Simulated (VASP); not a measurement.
**From an Ansatz input to VASP: SnO (strained zincblende)**

Ansatz input

```yaml
crystal:
  lattice:
    - [0.0, 2.7082147176, 2.6995484305]
    - [2.7082147176, 0.0, 2.6995484305]
    - [2.7082147176, 2.7082147176, 0.0]
  atoms:
    - { symbol: Sn, position: [0.0, 0.0, 0.0] }
    - { symbol: O, position: [0.25, 0.25, 0.25] }
kpoints:
  mp_grid: { grid: [8, 8, 8] }
  band_path:
    path:
      - [0.0, 0.0, 0.0]
      - [-0.5, -0.5, 0.0]
      - [-0.375, -0.375, 0.25]
      - [-0.375, 0.0, 0.375]
      - [0.0, 0.0, 0.5]
      - [-0.5, -0.25, 0.25]
      - [-0.5, -0.4, 0.1]
    npoints: 1
hamiltonian:
  xc: r2scan
scf:
  occupations: { method: fermi_dirac, width: 0.02 }
  n_extra_bands: 4
output:
  forces: true
  stress: true
  eigenvalues: true
```

Question: Which VASP files do the same job?

Answer: 

INCAR

```
ALGO = Normal
ISMEAR = -1
EDIFF = 1E-7
ENCUT = 520
SIGMA = 0.02
NBANDS = 17
IBRION = -1
METAGGA = R2SCAN
NSW = 0
NELM = 120
LREAL = .FALSE.
LCHARG = .FALSE.
LASPH = .TRUE.
PREC = Accurate
ISIF = 2
LWAVE = .FALSE.
```

KPOINTS

```
KPOINTS created by Atomic Simulation Environment
0
Gamma
8 8 8
0 0 0
```

KPOINTS_OPT

```
special points
7
Reciprocal
0.0000000000 0.0000000000 0.0000000000 1
-0.5000000000 -0.5000000000 0.0000000000 1
-0.3750000000 -0.3750000000 0.2500000000 1
-0.3750000000 0.0000000000 0.3750000000 1
0.0000000000 0.0000000000 0.5000000000 1
-0.5000000000 -0.2500000000 0.2500000000 1
-0.5000000000 -0.4000000000 0.1000000000 1
```

POSCAR

```
Sn O
 1.0000000000000000
     0.0000000000000000    2.7082147176000002    2.6995484305000002
     2.7082147176000002    0.0000000000000000    2.6995484305000002
     2.7082147176000002    2.7082147176000002    0.0000000000000000
 Sn  O
   1   1
Cartesian
  0.0000000000000000  0.0000000000000000  0.0000000000000000
  1.3541073587999999  1.3541073587999999  1.3497742152499999
```

VASP ran with the recommended PBE PAW datasets (20 valence electrons in the cell). Other inputs would serve too.

|  | Ansatz | VASP |
| --- | --- | --- |
| gap between bands v and c | -0.20 eV (bands overlap: a metal) | -0.20 eV (bands overlap: a metal) |
| least direct gap | 0.03 eV | 0.03 eV |
| pressure | 0.2 GPa | 0.5 GPa |

The two codes use different PAW datasets and cutoffs. VASP's cell holds 20 valence electrons and Ansatz's 20. Ansatz's stress includes a Pulay correction; VASP's doesn't.
